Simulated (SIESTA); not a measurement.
Runs of SIESTA 5.4.2 on C. It takes space group Fd-3m (No. 227, cubic). The conventional cell has a = 3.567 Å, b = 3.567 Å, c = 3.567 Å, α = 90.00°, β = 90.00°, γ = 90.00°. C (site symmetry -43m) is surrounded by 4 C at 1.54 Å. This isn't the form of C at room conditions, which is graphite.

```csv
task,level,potentials or basis,cell,k mesh,optimiser,force tolerance,stress tolerance (GPa),broadening (eV),window to (eV),grid cutoff,energy shift,gap on the mesh (eV),pressure (GPa),relaxed volume (Å³/atom)
relaxation of cell and atoms,vdW-DF-C09,"PseudoDojo 0.4 standard (PBE files), DZP (energy shift 0.02 Ry)",relaxed,10 × 10 × 10,Broyden,0.01 eV/Å,0.05,-,-,750 Ry,0.02 Ry,4.16,0.0,5.72
optical spectrum,LDA,"PseudoDojo 0.4 standard (LDA files), TZP (energy shift 0.002 Ry)",as given,10 × 10 × 10,-,-,-,0.1 eV,40 eV,500 Ry,0.002 Ry,(b),-8.1,-
band structure,PBE,"PseudoDojo 0.4 standard (PBE files), SZ (energy shift 0.005 Ry)",as given,13 × 13 × 13,-,-,-,-,-,500 Ry,0.005 Ry,6.06,24.0,-
relaxation of cell and atoms,SOGGA,"PseudoDojo 0.4 standard (PBEsol files), DZ (energy shift 0.002 Ry)",relaxed,10 × 10 × 10,Broyden,0.01 eV/Å,0.05,-,-,500 Ry,0.002 Ry,(a),0.0,5.72
relaxation of cell and atoms,LDA,"PseudoDojo 0.4 standard (LDA files), TZP (energy shift 0.002 Ry)",relaxed,10 × 10 × 10,Broyden,0.01 eV/Å,0.05,-,-,500 Ry,0.002 Ry,4.29,0.0,5.57
```

Alike in all rows: no spin polarisation; smearing fermi-dirac 0.05 eV.

Task: Estimate the missing entries.

Result: (a) 5.54; (b) 4.25.

Caveats: the basis of atomic orbitals isn't converged, which shifts pressures, moduli and gaps; the potentials were made for another functional, which shifts forces and pressure (some runs); the basis has no polarisation orbitals (some runs); so large a pressure means that the cell lies far from this level's equilibrium, or that cutoff or potentials fall short (some runs).

A k mesh can miss the band edges.

Not every run made on this cell is shown here.
